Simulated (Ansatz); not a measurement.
# Ir: elastic constants with LDA+U

The system is Ir.

```
Ir
1.0
     0.00000    1.91560    1.91560
     1.91560    0.00000    1.91560
     1.91560    1.91560    0.00000
Ir
1
Direct
  0.00000 0.00000 0.00000
```

| Property | Result |
| --- | --- |
| Program | Ansatz 0.2.0 |
| Task | elastic constants |
| Functional | LDA |
| Potentials or basis | all-electron LAPW, scalar-relativistic |
| Cutoff | 284 eV (chosen from the basis error) |
| Basis error allowed | 0.002 eV/atom |
| k mesh | 9 × 9 × 9 |
| Occupations | methfessel-paxton, width 0.15 eV |
| Spin | no spin polarisation |
| Hubbard terms | Ir d U = 2 eV |
| Start of the occupations | auto |
| Double counting | fll |
| Hubbard projectors | ortho-atomic |

* Pressure: -7.8 GPa
* Band gap on the k mesh: none (metal or under the smearing width)
* Elastic constants C11, C12, C44: 654, 224, 298 GPa
* Voigt bulk modulus: 367 GPa

Levels at points of the mesh, in eV from the Fermi level:
```csv
k point,band 19,band 20,band 21,band 22,band 23,band 24
"(0.00, 0.00, 0.00)",-3.79,-3.79,-1.18,-1.18,14.25,19.74
```

Elastic tensor in Voigt notation (GPa, in the Cartesian axes of the cell as first typed):
```
654 224 224   0   0   0
224 654 224   0   0   0
224 224 654   0   0   0
  0   0   0 298   0   0
  0   0   0   0 298   0
  0   0   0   0   0 298
```

It took 25 s on 1 thread of AMD EPYC 9R45 96-Core Processor (Zen 5) (shared host), peak memory 0.44 GiB.

Caveat: the cell is more than 3 GPa from zero pressure, which shifts response properties; U is the effective U less J, on atomic orbitals that reach past the spheres; the k mesh is thin for a metal, which can move the energy by tens of meV per atom; elastic constants of metals need much finer meshes, so these are rough; U without spin polarisation on a metal has little footing; the U is typed as a test and isn't derived for this compound. Spin-orbit coupling is left out, which matters for the levels of Ir.
